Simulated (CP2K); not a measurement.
# SnTe (Fm-3m) in CP2K: notebook, part 2 of 4

CP2K 2026.2. The steps go on from the part before.

## Step 3: Band structure, LDA

snte_bands.inp

```
&GLOBAL
  PROJECT snte_bands
  RUN_TYPE ENERGY_FORCE
  PRINT_LEVEL LOW
&END GLOBAL
&FORCE_EVAL
  METHOD QS
  STRESS_TENSOR ANALYTICAL
  &DFT
    BASIS_SET_FILE_NAME BASIS_MOLOPT_UZH
    POTENTIAL_FILE_NAME POTENTIAL_UZH
    &MGRID
      CUTOFF 675
      REL_CUTOFF 60
      NGRIDS 5
    &END MGRID
    &QS
      METHOD GPW
      EPS_DEFAULT 1.0E-9
    &END QS
    &KPOINTS
      SCHEME MONKHORST-PACK 7 7 7
      GAMMA_CENTERED T
      SYMMETRY T
      SYMMETRY_BACKEND SPGLIB
    &END KPOINTS
    &SCF
      SCF_GUESS ATOMIC
      EPS_SCF 1.0E-6
      MAX_SCF 100
      ADDED_MOS 10
      CHOLESKY OFF
      EPS_EIGVAL 1.0E-7
      &DIAGONALIZATION ON
        ALGORITHM STANDARD
      &END DIAGONALIZATION
      &MIXING ON
        METHOD BROYDEN_MIXING
        ALPHA 0.4
        BETA 1.5
        NBUFFER 8
      &END MIXING
      &SMEAR ON
        METHOD FERMI_DIRAC
        ELECTRONIC_TEMPERATURE [K] 580.226
      &END SMEAR
    &END SCF
    &XC
      &XC_FUNCTIONAL
        &LDA_X
        &END LDA_X
        &LDA_C_PW
        &END LDA_C_PW
      &END XC_FUNCTIONAL
    &END XC
    &PRINT
      &KPOINTS ON
      &END KPOINTS
      &MULLIKEN ON
      &END MULLIKEN
      &MO ON
        ENERGIES T
        OCCUPATION_NUMBERS T
        &EACH
          QS_SCF 0
        &END EACH
        ADD_LAST NUMERIC
      &END MO
      &BAND_STRUCTURE
        FILE_NAME bands.bs
        ADDED_MOS 6
        &KPOINT_SET
          UNITS B_VECTOR
          NPOINTS 10
          SPECIAL_POINT GAMMA 0.00000000 0.00000000 0.00000000
          SPECIAL_POINT X 0.50000000 0.00000000 0.50000000
          SPECIAL_POINT W 0.50000000 0.25000000 0.75000000
          SPECIAL_POINT K 0.37500000 0.37500000 0.75000000
          SPECIAL_POINT GAMMA 0.00000000 0.00000000 0.00000000
          SPECIAL_POINT L 0.50000000 0.50000000 0.50000000
          SPECIAL_POINT U 0.62500000 0.25000000 0.62500000
          SPECIAL_POINT W 0.50000000 0.25000000 0.75000000
          SPECIAL_POINT L 0.50000000 0.50000000 0.50000000
          SPECIAL_POINT K 0.37500000 0.37500000 0.75000000
        &END KPOINT_SET
        &KPOINT_SET
          UNITS B_VECTOR
          NPOINTS 10
          SPECIAL_POINT U 0.62500000 0.25000000 0.62500000
          SPECIAL_POINT X 0.50000000 0.00000000 0.50000000
        &END KPOINT_SET
      &END BAND_STRUCTURE
    &END PRINT
  &END DFT
  &SUBSYS
    &CELL
      A 4.4559748030 0.0000000000 0.0000000000
      B 2.2279874015 3.8589873780 0.0000000000
      C 2.2279874015 1.2863291260 3.6382881914
      PERIODIC XYZ
    &END CELL
    &COORD
      Te  4.4559748030 2.5726582520 1.8191440957
      Sn  0.0000000000 0.0000000000 0.0000000000
    &END COORD
    &KIND Te
      BASIS_SET TZVP-MOLOPT-PBE-GTH-q6
      POTENTIAL GTH-PBE-q6
    &END KIND
    &KIND Sn
      BASIS_SET TZVP-MOLOPT-PBE-GTH-q4
      POTENTIAL GTH-PBE-q4
    &END KIND
    &PRINT
      &ATOMIC_COORDINATES ON
      &END ATOMIC_COORDINATES
      &CELL ON
      &END CELL
    &END PRINT
  &END SUBSYS
  &PRINT
    &FORCES ON
    &END FORCES
    &STRESS_TENSOR ON
    &END STRESS_TENSOR
  &END PRINT
&END FORCE_EVAL
```

Potentials or basis: POTENTIAL_UZH Te GTH-PBE-q6, Sn GTH-PBE-q4; TZVP-MOLOPT-PBE-GTH basis.

The run is started by

```console
$ OMP_NUM_THREADS=1 cp2k.psmp -i snte_bands.inp -o snte_bands.out
```

snte_bands.out:

```text

 CP2K| version string:                                       CP2K version 2026.2
 CP2K| Input file name                                            snte_bands.inp

 GLOBAL| Force Environment number                                              1
 GLOBAL| Basis set file name                                    BASIS_MOLOPT_UZH
 GLOBAL| Potential file name                                       POTENTIAL_UZH
 GLOBAL| MM Potential file name                                     MM_POTENTIAL
 GLOBAL| Coordinate file name                                      __STD_INPUT__
 GLOBAL| Method name                                                        CP2K
 GLOBAL| Project name                                                 snte_bands
 GLOBAL| Run type                                                   ENERGY_FORCE
 GLOBAL| FFT library                                                       FFTW3
 GLOBAL| Diagonalization library                                       ScaLAPACK
 GLOBAL| Cholesky decomposition library                                ScaLAPACK
 GLOBAL| DGEMM library                                                      BLAS
 GLOBAL| Direct generalized diagonalization requested                          F
 GLOBAL| Matrix multiplication library                                 ScaLAPACK
 GLOBAL| Global print level                                                  LOW
 GLOBAL| Total number of message passing processes                             1
 GLOBAL| Number of threads for this process                                    1
 GLOBAL| CPU model name                          AMD EPYC 9R45 96-Core Processor

 CELL| Volume [angstrom^3]:                                            62.562368
[... 461 lines left out ...]
 KPOINTS| Number of k-point sets                                               2
 KPOINTS| Number of added MOs/bands                                            6
 KPOINTS| Number of k-points in set    1                                      91
 KPOINTS| In units of b-vector [2pi/Bohr]
 KPOINTS| Special point     1       GAMMA     0.000000     0.000000     0.000000
 KPOINTS| Special point     2           X     0.500000     0.000000     0.500000
 KPOINTS| Special point     3           W     0.500000     0.250000     0.750000
 KPOINTS| Special point     4           K     0.375000     0.375000     0.750000
 KPOINTS| Special point     5       GAMMA     0.000000     0.000000     0.000000
 KPOINTS| Special point     6           L     0.500000     0.500000     0.500000
 KPOINTS| Special point     7           U     0.625000     0.250000     0.625000
 KPOINTS| Special point     8           W     0.500000     0.250000     0.750000
 KPOINTS| Special point     9           L     0.500000     0.500000     0.500000
 KPOINTS| Special point    10           K     0.375000     0.375000     0.750000
 KPOINTS| Number of k-points in set    2                                      11
 KPOINTS| In units of b-vector [2pi/Bohr]
 KPOINTS| Special point     1           U     0.625000     0.250000     0.625000
 KPOINTS| Special point     2           X     0.500000     0.000000     0.500000

 ENERGY| Total FORCE_EVAL ( QS ) energy [hartree]            -11.653946898310307

 FORCES| Atomic forces [hartree/bohr]
 FORCES|   Atom     x               y               z               |f|
 FORCES|      1  2.21571915E-14 -1.02388392E-14  7.76233153E-14   8.13704740E-14
 FORCES|      2 -3.71291261E-15 -6.87634742E-15 -1.07734466E-14   1.33092834E-14
 FORCES| Sum     1.84442789E-14 -1.71151866E-14  6.68498687E-14
 FORCES| Total atomic force                                       7.14284676E-14

 STRESS| Analytical stress tensor [bar]
 STRESS|                        x                   y                   z
 STRESS|      x        1.89470510209E+04  -1.01046656300E-02   8.98725253134E-03
 STRESS|      y       -1.01046656300E-02   1.89466871192E+04  -4.04627470264E-02
 STRESS|      z        8.98725253134E-03  -4.04627470264E-02   1.89461461487E+04
 STRESS| 1/3 Trace                                             1.89466280963E+04
 STRESS| Determinant                                           6.80136044021E+12

 STRESS| Eigenvectors and eigenvalues of the analytical stress tensor [bar]
 STRESS|                        1                   2                   3
 STRESS| Eigenvalues   1.89461430647E+04   1.89466898095E+04   1.89470514147E+04
 STRESS|      x          -0.009047267928      0.029719625199      0.999517328925
 STRESS|      y           0.073997616257      0.996837541173     -0.028970144899
 STRESS|      z           0.997217378374     -0.073699799085      0.011217837737
```

bands.bs:

```text
# Set 1: 10 special points, 91 k-points, 21 bands
#  Special point 1          0.00000000     0.00000000     0.00000000  GAMMA
#  Special point 2          0.50000000     0.00000000     0.50000000  X
#  Special point 3          0.50000000     0.25000000     0.75000000  W
#  Special point 4          0.37500000     0.37500000     0.75000000  K
#  Special point 5          0.00000000     0.00000000     0.00000000  GAMMA
#  Special point 6          0.50000000     0.50000000     0.50000000  L
#  Special point 7          0.62500000     0.25000000     0.62500000  U
#  Special point 8          0.50000000     0.25000000     0.75000000  W
#  Special point 9          0.50000000     0.50000000     0.50000000  L
#  Special point 10         0.37500000     0.37500000     0.75000000  K
#  Point 1      Spin 1:     0.00000000     0.00000000     0.00000000       0.01098901
#   Band    Energy [eV]     Occupation
       1    -7.85216138     2.00000000
       2     0.34148535     2.00000000
       3     2.87469068     2.00000000
       4     2.87469095     2.00000000
       5     2.87469240     2.00000000
       6     8.49706214     0.00000000
[... 1419 lines left out ...]
#   Band    Energy [eV]     Occupation
       1    -6.22737763     2.00000000
       2    -2.42806311     2.00000000
       3    -0.28777181     2.00000000
       4     1.38132835     2.00000000
       5     2.56231288     2.00000000
       6     7.57683369     0.00000000
       7     8.74108190     0.00000000
       8    10.25972987     0.00000000
       9    10.78349840     0.00000000
      10    14.65643093     0.00000000
      11    17.03322518     0.00000000
      12    17.31016646     0.00000000
      13    17.61909124     0.00000000
      14    19.56319388     0.00000000
      15    20.14010980
```

Wall time 7.7 s (1 thread of AMD EPYC 9R45 (Zen 5), shared host); peak memory 0.44 GiB.

Results:

* Free energy: -317.1200 eV
* Pressure: 1.9 GPa
* Band gap along the path: 0.14 eV, indirect (least direct gap 0.22 eV)
* Mulliken charges: Te -0.36; Sn +0.36 e

Levels at the corners of the path, in eV from the Fermi level:
```
point  band 2  band 3  band 4  band 5  band 6  band 7  band 8  band 9
    Γ   -4.72   -2.18   -2.18   -2.18    3.44    3.44    3.44    5.69
    X   -6.51   -5.77   -3.85   -3.85    2.69    5.06    5.06    6.43
    W   -7.43   -5.00   -5.00   -0.89    0.78    5.21    5.21    7.00
    K   -7.49   -5.36   -3.37   -2.84    3.00    3.24    5.09    5.74
    Γ   -4.72   -2.18   -2.18   -2.18    3.44    3.44    3.44    5.69
    L   -8.43   -1.93   -1.93   -0.12    0.10    0.30    0.30    9.18
    U   -7.49   -5.36   -3.37   -2.84    3.00    3.24    5.09    5.74
    W   -7.43   -5.00   -5.00   -0.89    0.78    5.21    5.21    7.00
    L   -8.43   -1.93   -1.93   -0.12    0.10    0.30    0.30    9.18
    K   -7.49   -5.36   -3.37   -2.84    3.00    3.24    5.09    5.74
    U   -7.49   -5.36   -3.37   -2.84    3.00    3.24    5.09    5.74
    X   -6.51   -5.77   -3.85   -3.85    2.69    5.06    5.06    6.43
```

Caveat: Mulliken charges move with the basis; this odd mesh misses L, where the gap lies, so gap, dielectric constants and Born charges aren't listed; the potentials were made for another functional, which shifts forces and pressure; spin-orbit coupling is left out, which moves the levels of the heavy elements; the basis of atomic orbitals isn't converged, which shifts pressures, moduli and gaps.

(Part 2 of 4 ends here.)
